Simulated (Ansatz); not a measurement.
## Bands, cutoff and cost in G0W0 for SnO2 (Pnnm)

Wanted: a G0W0 gap for SnO2 (Pnnm) that is converged in bands and cutoff, or an estimate of the limit.

Method: G0W0 on PBE, plane waves, PAW, in Ansatz 0.2.0.

## Step 1: Starting point

The structure is orthorhombic, space group Pnnm (No. 58). The conventional cell has a = 4.788 Å, b = 4.867 Å, c = 3.241 Å, α = 90.00°, β = 90.00°, γ = 90.00°. Sn has 6 O at 2.09 to 2.10 Å nearest. O has 3 Sn at 2.09 to 2.10 Å nearest. Farther neighbours and most contacts between anions are not listed.

The cell and positions are those that the Materials Project relaxed with its own functionals (PBE, PBE+U or r2SCAN), kept fixed. This is not the form that SnO2 usually takes at ambient conditions. The default PAW set here is soft_2. Its files were made with PBE.

## Step 2: 171 empty bands, screening to 100 eV

Now the one-shot GW correction: screening in the RPA, then the self-energy of the levels asked for.

Input file input.yaml:

```yaml
crystal:
  lattice:
    - [4.788004, 0.0, 0.0]
    - [0.0, 4.866582, 0.0]
    - [0.0, 0.0, 3.240898]
  atoms:
    - { symbol: Sn, position: [0.5, 0.5, 0.5] }
    - { symbol: Sn, position: [0.0, 0.0, 0.0] }
    - { symbol: O, position: [0.291855, 0.321042, 0.0] }
    - { symbol: O, position: [0.791855, 0.178958, 0.5] }
    - { symbol: O, position: [0.208145, 0.821042, 0.5] }
    - { symbol: O, position: [0.708145, 0.678958, 0.0] }
kpoints:
  mp_grid: { grid: [4, 4, 4] }
hamiltonian:
  xc: pbe
scf:
  occupations: { method: fixed }
gw:
  n_empty_bands: 171
  ecut_chi: 100.0
  qp_bands: [v2, c2]
  qp_kpoints: band_edges
  screening: { model: contour_deformation }
```

Launch:

```bash
$ ansatz run input.yaml --threads 3 --pin off --max-ram 64512MiB --backend cuda --events-out ev --progress --plain --runs-dir out --devices 1 --max-vram 24GiB  # rebuilt from the run's record
```

Numbers of over 12 decimals in the logs are rounded to 6 here.

What it wrote:

```text
GPUs: using 1 of 1 available (devices: 1).
Engine: ansatz 0.2.0, x86_64-unknown-linux-gnu
Pseudopotentials: kind: paw
Pseudopotential: Sn, paw, valence charge 14, recommended cutoff 420 eV (normal), Sn.paw.azcp
Pseudopotential: O, paw, valence charge 6, recommended cutoff 420 eV (normal), O.paw.azcp
Functional definition: PBE
  parameter kappa = 0.804
  parameter beta = 0.066725
  exchange = pbe_x(kappa = kappa, mu = beta*pi^2/3)
  correlation = pbe_c(beta = beta)
device memory: the entry about to start is reckoned to put 1.0 GiB on a device that reports 60.2 GiB free (of which the cap on the GPU budget leaves the run 24.0 GiB)
GPU FFT provider: cuFFT
GPU libraries: cuBLAS 13.8.2, cuFFT 12.4.0, cuSOLVER 12.3.4
Crystal: 6 atoms, lattice volume = 75.517 Å³
Basis set: ecut = 420 eV, 1479 PW (Γ)
Bands: 32, of which v1, the nominal top of the filled ones, is band 26 counted from 1 (25 counted from 0)
Symmetry: 8 space group operations
Space group: Pnnm (ITA 58), of the structure as read, at distance tolerance 4.2e-5 Å
k-points: 27 of 64
Non-local potential: Sn, projectors of the file, l = 0: 2, l = 1: 2, l = 2: 2, l = 3: 2
Non-local potential: O, projectors of the file, l = 0: 2, l = 1: 2, l = 2: 1
PAW form: soft (Blöchl's): semilocal exchange-correlation on the pseudo side does not see the compensation charge
PAW one-centre angular grid: Sn, 590 points (default); XC on 64 Gauss nodes
PAW one-centre angular grid: O, 110 points (default); XC on 64 Gauss nodes
Initial density: superposition of atomic densities (neutral atoms: chi_scale 0, normalization atom), corrected by the library's trained network
Initial wavefunctions: pseudopotential atomic-orbital guess
GPU buffer pool allocated for 31104 grid points (all kernels)
GPU transforms: local potential and band sums: pruned to the plane-wave sphere, on 36×36×24
Functional: x = pbe(κ = 0.804, μ = 0.219515), c = pbe(β = 0.066725)
SCF iter   1: F=—  HF=-14317.943911 eV  |F-HF|=—  |Δ(HF+E_count)|=         —  Δρ=1.30e-3  dr2=5.39e-4  ethr=1.77e-3  ⟨swp⟩=4.0  Hψ=3374  notcnv=0  defer=108
preconditioner: auto → Resta (q_TF=auto, 2.564 Å⁻¹)  ε∞=3.6  [insulator: Δε(μ)=0.810 eV  Ē_g=19.228 eV  n_scr=18 (ndim 8)  ℏωp=30.8 eV  f_vac=0.031  ε∞_Penn≈3.6]
SCF iter   2: F=—  HF=-14317.945531 eV  |F-HF|=—  |Δ(HF+E_count)|=   1.62e-3  Δρ=6.60e-4  dr2=1.29e-4  ethr=1.04e-6  ⟨swp⟩=2.1  Hψ=1836  notcnv=0  defer=108
SCF iter   3: F=—  HF=-14317.945770 eV  |F-HF|=—  |Δ(HF+E_count)|=   2.39e-4  Δρ=2.89e-4  dr2=3.50e-5  ethr=2.48e-7  ⟨swp⟩=2.7  Hψ=1453  notcnv=0  defer=108
SCF iter   4: F=—  HF=-14317.945825 eV  |F-HF|=—  |Δ(HF+E_count)|=   5.52e-5  Δρ=4.51e-5  dr2=1.65e-6  ethr=6.72e-8  ⟨swp⟩=2.0  Hψ=1153  notcnv=0  defer=68
iter 5 did not close the SCF: its close was put off for the readings that it lacked (scf_convergence_deferred on its scf_iter line)
SCF iter   5: F=-14317.945827 eV  HF=-14317.945827 eV  |F-HF|=7.85e-8  |Δ(HF+E_count)|=   1.37e-6  Δρ=1.11e-5  dr2=6.09e-8  ethr=3.18e-9  ⟨swp⟩=2.0  Hψ=1221  notcnv=0  defer=71
SCF iter   6: F=-14317.945827 eV  HF=-14317.945827 eV  |F-HF|=1.43e-9  |Δ(HF+E_count)|=   9.95e-8  Δρ=2.03e-6  dr2=2.66e-9  ethr=1.17e-10  ⟨swp⟩=7.1  Hψ=3890  notcnv=0
SCF 1 converged in 6 iterations: F = -14317.945827 eV  dr2 = 2.66e-9
  greatest PAW one-centre occupation: 0.996 electrons in one spin orbital (limit 2), on the Sn atom at site 0 (counted from 0), in its partial waves of l = 2
device memory: the entry about to start is reckoned to put 1.1 GiB (of the 1.2 GiB reckoned in all, the device holds 0.1 GiB already) on a device that reports 60.3 GiB free (of which the cap on the GPU budget leaves the run 23.9 GiB)
NSCF: frozen V_eff on 27 k-points, pencils in batches of 32, up to order 128
the band table was solved once the SCF had ended and its energy, with any forces and stress, was formed, with the checks that follow a solve (3379 applications of the Hamiltonian). They found nothing against the state; the energy, forces and stress were not computed again (output.eigenvalues in the input reference)
device memory: the entry about to start is reckoned to put 4.0 GiB on a device that reports 59.7 GiB free (of which the cap on the GPU budget leaves the run 24.0 GiB)
NSCF: frozen V_eff on 27 k-points
G₀W₀ screening: q 1/27
[... further progress lines ...]
SCF converged after 6 iterations
Free energy (F): -14317.945827 eV
Harris-Foulkes:  -14317.945827 eV  (|F-HF|=1.43e-9)
Internal energy: -14317.945827 eV  (E = F + TS)
E sigma→0 (E₀):  -14317.945827 eV
Fermi energy:    8.635400 eV
--- Per-component energies (eV) ---
  E_band       = -154.861540
  E_kinetic    = 1077.571167
  E_local      = -2955.325310  (includes V_loc(G=0)·N_el)
  E_nonlocal   = 133.764398
  E_hartree    = 1519.836263
  E_xc         = -1053.165618
  E_vxc        = -561.544223  (∫ρ·V_xc dr)
  E_paw        = -8928.173552  (= ΣΔE_a)
  E_vpaw       = -889.010565  (= ΣTr[D̂ρ^β])
  E_aug_tail   = 0.009901  (compensation charges beyond the density's cutoff)
  E_ewald      = -4112.463075
  E_smearing   = -0.000000  (= −TS)
  E_closure    = -0.000000  (closes the sum)
  Σ components = -14317.945827   (vs F -14317.945827, Δ=0.00e0)
--- Band table (eV; the first three rows and the last of 27) ---
  k-point 0: bands = [... 22 lower, 7.5120, 8.0203, 8.0267, 8.6354, 9.4405, 14.3882, 14.7342, 14.8904, ... 2 higher]
  k-point 1: bands = [... 22 lower, 6.2264, 7.9153, 7.9868, 8.2553, 11.9786, 15.0521, 16.7399, 16.8529, ... 2 higher]
  k-point 2: bands = [... 22 lower, 7.2096, 7.2096, 7.6004, 7.6004, 14.2857, 14.2857, 18.0738, 18.0738, ... 2 higher]
  k-point 26: bands = [... 22 lower, 7.8099, 7.8099, 7.9792, 7.9792, 13.0751, 13.0751, 17.3423, 17.3423, ... 2 higher]
--- G₀W₀: contour deformation, 7 samples at zero and on the imaginary axis and 2 off it, 64 q-points, 171 empty bands' worth ---
  eigenvalues of the whole cell's RPA ε∞ on this k-mesh (on a slab, of 1 + 4πα/V) = 5.2257, 5.4568, 5.4916; static W/v taken at q = 0 is 0.186797
  bands read: the sum over 197 bands ends inside a degenerate multiplet in 18 slots, whose members it reads at an even weight; the widest, k=2: bands 197 to 198 (counted from 1) at 1/2 each
  gw.qp_kpoints: band_edges: 15 of 27 stored k-points solved, in 1 pass; an edge of the gap read off the rows below is read off those points alone
    valence top: of the k-points left out ik 19 came nearest to being solved in a further pass, in band 26 (counted from 1, as in the quasiparticle table): it holds the edge there only if its correction is more favourable than any solved in that band by at least 0.512 eV; those differ by 0.219 eV
    conduction bottom: of the k-points left out ik 21 came nearest to being solved in a further pass, in band 27 (counted from 1, as in the quasiparticle table): it holds the edge there only if its correction is more favourable than any solved in that band by at least 3.313 eV; those differ by 0.684 eV
  `?` marks the rows in doubt; gw_qp.tsv's column doubts and the gw_qp event give each row's grounds
    ik  band        ε_KS         Σx   Σc(E_QP)       V_xc       Z   E_QP_lin       E_QP  E_QP is
     0    25      8.0267   -26.2371     5.0787   -20.6703  0.7266     7.5297     7.5385  root
     0    26      8.6354   -26.4294     5.0735   -20.8497  0.7320     8.1202     8.1292  root
     0    27      9.4405   -15.1814    -2.7155   -18.5237  0.8003    10.0766    10.0672  root
     0    28     14.3882   -12.4348    -4.5934   -18.0933  0.7707    15.4850    15.4532  root
     1    25      7.9868   -26.4386     5.2104   -20.6979  0.7250     7.4451     7.4564  root
     1    26      8.2553   -26.4254     5.5469   -20.2714  0.7218     7.6314     7.6482  root
     1    27     11.9786   -15.9156    -3.3176   -20.2625  0.7818    13.0418    13.0078  root
     1    28     15.0521   -14.1111    -4.8154   -20.2457  0.7540    16.4340    16.3713  root
     2    25      7.6004   -26.1498     5.6387   -19.8414  0.7134     6.9106     6.9308  root
     2    26      7.6004   -26.1498     5.6387   -19.8414  0.7134     6.9106     6.9308  root
     2    27     14.2857   -14.8326    -4.4636   -20.6067  0.7647    15.6619    15.5963  root
     2    28     14.2857   -14.8326    -4.4636   -20.6067  0.7647    15.6619    15.5963  root
     3    25      8.0496   -26.3317     5.1185   -20.7141  0.7263     7.5409     7.5505  root
     3    26      8.3346   -26.3628     5.3925   -20.3902  0.7246     7.7403     7.7546  root
     3    27     10.7839   -16.0028    -2.7552   -19.5477  0.7883    11.5988    11.5736  root
     3    28     13.9424   -13.3357    -4.3145   -18.7204  0.7724    15.0456    15.0126  root
     4    25      7.9303   -26.3551     5.2456   -20.5595  0.7236     7.3674     7.3804  root
     4    26      8.2222   -26.5432     5.3891   -20.5839  0.7244     7.6381     7.6520  root
     4    27     12.4440   -15.4516    -3.6046   -20.1176  0.7797    13.5488    13.5054  root
     4    28     14.7662   -14.5439    -4.6789   -20.5354  0.7544    16.1356    16.0789  root
     6    25      8.0873   -26.3710     5.2168   -20.6176  0.7251     7.5379     7.5507  root
     6    26      8.0873   -26.3710     5.2168   -20.6176  0.7251     7.5379     7.5507  root
     6    27     12.6606   -15.0584    -3.6499   -19.7413  0.7791    13.7239    13.6936  root
     6    28     12.6606   -15.0584    -3.6499   -19.7413  0.7791    13.7239    13.6936  root
[...]
8    27     14.4909   -14.8703    -4.5091   -20.6880  0.7840    15.9045    15.7995  root ?
     8    28     14.4909   -14.8703    -4.5091   -20.6880  0.7840    15.9045    15.7995  root ?
[...]
22    25      8.0864   -26.4927     5.4572   -20.4498  0.7221     7.4842     7.5007  root
    22    26      8.0864   -26.4927     5.4572   -20.4498  0.7221     7.4842     7.5007  root
    22    27     13.4482   -14.6920    -4.1215   -19.9763  0.7740    14.6562    14.6111  root
    22    28     13.4482   -14.6920    -4.1215   -19.9763  0.7740    14.6562    14.6111  root
    26    25      7.9792   -26.5194     5.6550   -20.2359  0.7189     7.3327     7.3507  root
    26    26      7.9792   -26.5194     5.6550   -20.2359  0.7189     7.3327     7.3507  root
    26    27     13.0751   -13.4591    -4.0798   -18.6009  0.7899    14.1760    14.1371  root
    26    28     13.0751   -13.4591    -4.0798   -18.6009  0.7899    14.1760    14.1371  root
```

The job ended after 11 s (1 × NVIDIA H100 80GB HBM3 (shared by 3 runs) with 3 threads of AMD EPYC 7R13 (Zen 3), shared host; peak memory 1.3 GiB; 16 s of CPU time).

Numbers from this step:

| Property | Result |
| --- | --- |
| bands summed | 197 |
| RPA ε∞ on this mesh (eigenvalues) | 5.226, 5.457, 5.492 |
| plane waves in the screening matrix | 177 |
| q-points in the mesh | 64 |
| G0W0 gap on the mesh | 1.938 eV |
| k of the valence top | 0, 0, 0 |
| k of the conduction bottom | 0, 0, 0 |
| starting gap on the mesh | 0.8051 eV |
| Z at the valence top | 0.7320 |
| Z at the conduction bottom | 0.8003 |
| least direct G0W0 gap on the computed points | 1.938 eV |

The gap on the mesh goes from 0.81 eV to 1.94 eV, a correction of +1.13 eV. Between the two edge states, bare exchange in place of the xc potential would open the gap by 8.92 eV, and correlation takes back 7.79 eV.

## Step 3: 485 empty bands, screening to 200 eV

Bands and screening cutoff are moved together, since each hides the error of the other.

Changes to input.yaml since step 2:

```diff
@@ -19,4 +19,4 @@
 gw:
-  n_empty_bands: 171
-  ecut_chi: 100.0
+  n_empty_bands: 485
+  ecut_chi: 200.0
   qp_bands: [v2, c2]
```

What it wrote:

```text
GPUs: using 1 of 1 available (devices: 1).
[...]
GPU FFT provider: cuFFT
GPU libraries: cuBLAS 13.8.2, cuFFT 12.4.0, cuSOLVER 12.3.4
Crystal: 6 atoms, lattice volume = 75.517 Å³
Basis set: ecut = 420 eV, 1479 PW (Γ)
Bands: 32, of which v1, the nominal top of the filled ones, is band 26 counted from 1 (25 counted from 0)
[... 1 set-up line as in the run before ...]
[...]
k-points: 27 of 64
[...]
GPU buffer pool allocated for 31104 grid points (all kernels)
[...]
SCF iter   1: F=—  HF=-14317.943911 eV  |F-HF|=—  |Δ(HF+E_count)|=         —  Δρ=1.30e-3  dr2=5.39e-4  ethr=1.77e-3  ⟨swp⟩=4.0  Hψ=3374  notcnv=0  defer=108
[...]
SCF iter   6: F=-14317.945827 eV  HF=-14317.945827 eV  |F-HF|=1.43e-9  |Δ(HF+E_count)|=   9.95e-8  Δρ=2.03e-6  dr2=2.66e-9  ethr=1.17e-10  ⟨swp⟩=7.1  Hψ=3890  notcnv=0
SCF 1 converged in 6 iterations: F = -14317.945827 eV  dr2 = 2.66e-9
[...]
NSCF: frozen V_eff on 27 k-points, pencils in batches of 32, up to order 128
[...]
NSCF: frozen V_eff on 27 k-points
G₀W₀ screening: q 1/27
[... further progress lines ...]
SCF converged after 6 iterations
Free energy (F): -14317.945827 eV
[...]
Internal energy: -14317.945827 eV  (E = F + TS)
E sigma→0 (E₀):  -14317.945827 eV
Fermi energy:    8.635400 eV
[...]
--- Band table (eV; the first three rows and the last of 27) ---
  k-point 0: bands = [... 22 lower, 7.5120, 8.0203, 8.0267, 8.6354, 9.4405, 14.3882, 14.7342, 14.8904, ... 2 higher]
  k-point 1: bands = [... 22 lower, 6.2264, 7.9153, 7.9868, 8.2553, 11.9786, 15.0521, 16.7399, 16.8529, ... 2 higher]
  k-point 2: bands = [... 22 lower, 7.2096, 7.2096, 7.6004, 7.6004, 14.2857, 14.2857, 18.0738, 18.0738, ... 2 higher]
  k-point 26: bands = [... 22 lower, 7.8099, 7.8099, 7.9792, 7.9792, 13.0751, 13.0751, 17.3423, 17.3423, ... 2 higher]
[...]
0    25      8.0267   -26.2371     4.7704   -20.6703  0.7218     7.1917     7.2302  root
     0    26      8.6354   -26.4294     4.7515   -20.8497  0.7278     7.7763     7.8072  root
     0    27      9.4405   -15.1814    -2.9863   -18.5237  0.7955     9.7987     9.7964  root
     0    28     14.3882   -12.4348    -4.9173   -18.0933  0.7678    15.1437    15.1293  root
     1    25      7.9868   -26.4386     4.9021   -20.6979  0.7202     7.1104     7.1480  root
     1    26      8.2553   -26.4254     5.2337   -20.2714  0.7177     7.3042     7.3350  root
     1    27     11.9786   -15.9156    -3.6558   -20.2625  0.7773    12.6843    12.6697  root
     1    28     15.0521   -14.1111    -5.1826   -20.2457  0.7505    16.0292    16.0041  root
[...]
2    27     14.2857   -14.8326    -4.8375   -20.6067  0.7609    15.2537    15.2223  root ?
     2    28     14.2857   -14.8326    -4.8375   -20.6067  0.7609    15.2537    15.2223  root ?
     3    25      8.0496   -26.3317     4.8121   -20.7141  0.7215     7.2034     7.2441  root ?
     3    26      8.3346   -26.3628     5.0825   -20.3902  0.7205     7.4101     7.4446  root ?
[...]
16    27     13.4672   -14.6851    -4.4814   -19.9796  0.7694    14.3035    14.2802  root ?
    16    28     13.4672   -14.6851    -4.4814   -19.9796  0.7694    14.3035    14.2802  root ?
[...]
22    27     13.4482   -14.6920    -4.4735   -19.9763  0.7727    14.2859    14.2590  root ?
    22    28     13.4482   -14.6920    -4.4735   -19.9763  0.7727    14.2859    14.2590  root ?
    26    25      7.9792   -26.5194     5.3561   -20.2359  0.7148     7.0104     7.0519  root
    26    26      7.9792   -26.5194     5.3561   -20.2359  0.7148     7.0104     7.0519  root
    26    27     13.0751   -13.4591    -4.4057   -18.6009  0.7868    13.8307    13.8113  root
    26    28     13.0751   -13.4591    -4.4057   -18.6009  0.7868    13.8307    13.8113  root
```

Wall time 40 s (1 × NVIDIA H100 80GB HBM3 (shared by 3 runs) with 3 threads); peak memory 2.6 GiB; 64 s of CPU time.

This step gave:

* bands summed: 511
* RPA ε∞ on this mesh (eigenvalues): 5.179, 5.409, 5.441
* plane waves in the screening matrix: 495
* q-points in the mesh: 64
* G0W0 gap on the mesh: 1.989 eV
* k of the valence top: 0, 0, 0
* k of the conduction bottom: 0, 0, 0
* starting gap on the mesh: 0.8051 eV
* Z at the valence top: 0.7278
* Z at the conduction bottom: 0.7955
* least direct G0W0 gap on the computed points: 1.989 eV

Against the run with 4×4×4 mesh, 171 empty bands, screening to 100 eV, the gap moves by +0.05 eV.

## Step 4: Changing the frequency model: 4×4×4 mesh, 485 empty bands, screening to 200 eV, plasmon pole

A plasmon pole stands in for the full frequency dependence of the screening; this run shows what that costs in accuracy.

Changes to input.yaml since step 3:

```diff
@@ -23,2 +23,2 @@
   qp_kpoints: band_edges
-  screening: { model: contour_deformation }
+  screening: { model: godby_needs }
```

What it wrote:

```text
GPUs: using 1 of 1 available (devices: 1).
[...]
GPU FFT provider: cuFFT
GPU libraries: cuBLAS 13.8.2, cuFFT 12.4.0, cuSOLVER 12.3.4
Crystal: 6 atoms, lattice volume = 75.517 Å³
Basis set: ecut = 420 eV, 1479 PW (Γ)
Bands: 32, of which v1, the nominal top of the filled ones, is band 26 counted from 1 (25 counted from 0)
[... 1 set-up line as in the run before ...]
[...]
k-points: 27 of 64
[...]
1    28     15.0521   -14.1111    -4.9287   -20.2457  0.7996    16.2532    16.2580  root
[...]
26    25      7.9792   -26.5194     5.3518   -20.2359  0.7721     7.0405     7.0476  root
    26    26      7.9792   -26.5194     5.3518   -20.2359  0.7721     7.0405     7.0476  root
    26    27     13.0751   -13.4591    -4.2533   -18.6009  0.8238    13.9667    13.9637  root
    26    28     13.0751   -13.4591    -4.2533   -18.6009  0.8238    13.9667    13.9637  root
[key lines of the parts left out:]
SCF converged after 6 iterations
Free energy (F): -14317.945827 eV
Fermi energy:    8.635400 eV
```

The job ended after 37 s (1 × NVIDIA H100 80GB HBM3 (shared by 3 runs) with 3 threads; peak memory 2.9 GiB; 76 s of CPU time).

This step gave:

| Quantity | Value |
| --- | --- |
| bands summed | 511 |
| plasmon-pole fit frequency | 30.81 eV |
| RPA ε∞ on this mesh (eigenvalues) | 5.179, 5.409, 5.441 |
| plane waves in the screening matrix | 495 |
| G0W0 gap on the mesh | 2.066 eV |
| k of the valence top | 0, 0, 0 |
| k of the conduction bottom | 0, 0, 0 |
| starting gap on the mesh | 0.8051 eV |
| least direct G0W0 gap on the computed points | 2.066 eV |

Against the run with 4×4×4 mesh, 485 empty bands, screening to 200 eV, the gap moves by +0.08 eV.

## Step 5: Side by side

Times are wall times on 1 × NVIDIA H100 80GB HBM3 (shared by 3 runs) with 3 threads of AMD EPYC 7R13 (Zen 3), shared host, good to a factor of about two.

```csv
mesh,files,frequency,bands summed,cutoff (eV),start (eV),G0W0 (eV),time,host memory (GiB)
4×4×4,default PAW,contour deformation,197,100,0.805,1.938,11 s,1.3
4×4×4,default PAW,contour deformation,511,200,0.805,1.989,40 s,2.6
4×4×4,default PAW,plasmon pole,511,200,0.805,2.066,37 s,2.9
```

How the two edges are built up, in eV (the quasiparticle level is the starting level plus Σx plus Σc less Vxc):

```csv
run,edge,start,Σx,Σc,Vxc,Z,QP
197 bands,valence top,8.64,-26.43,5.07,-20.85,0.73,8.13
197 bands,conduction bottom,9.44,-15.18,-2.72,-18.52,0.80,10.07
511 bands,valence top,8.64,-26.43,4.75,-20.85,0.73,7.81
511 bands,conduction bottom,9.44,-15.18,-2.99,-18.52,0.80,9.80
```

## Step 6: Outcome

```json
{
 "197 bands, 100 eV": "1.938 eV",
 "511 bands, 200 eV": "1.989 eV",
 "estimated limit in bands and cutoff": "2.02 eV",
 "mesh and start": "4×4×4, PBE"
}
```

What this shows: A line in one over the bands through the two rungs gives 2.02 eV, +0.03 eV from the top rung; with two points alone it is an unchecked estimate. The rungs stand 0.08 eV (197 bands) and 0.03 eV (511 bands) from it. From 197 to 511 bands the gap moves by +0.05 eV while the time grows 3.5-fold. Σc changes by −0.32 eV at the valence top and −0.27 eV at the conduction bottom, so the levels themselves move more than the gap between them. The plasmon-pole model gives +0.08 eV against contour deformation, 6 % of the correction, and saved no time in this program. The 4×4×4 mesh is coarse for this cell (its supercell is 13 Å along the shortest edge). The RPA ε∞ on it, from the PBE start, is 5.18, 5.41 and 5.44; such meshes misread the long-range screening, most where the gap is narrow. The many-body steps are scalar-relativistic: spin-orbit coupling is not in them.

[Paths, hosts, dates, memory and timing lines, banners, echoed tables and standing remarks are left out of the program output.]

[Logs are printed without paths, hosts, clocks, repeated set-up lines and the standing remarks that a program may print on its own settings, such as how far it seeks lower states.]

[Runs of the session that timed out or met a known fault of the program may be left out.]

[Cells called generated may have been cut or substituted from an entry of the Crystallography Open Database or the Materials Project.]

[Hosts, paths, dates, database ids (printed as entryN), source tags and the programs' standing remarks are cut or masked in the printed files.]
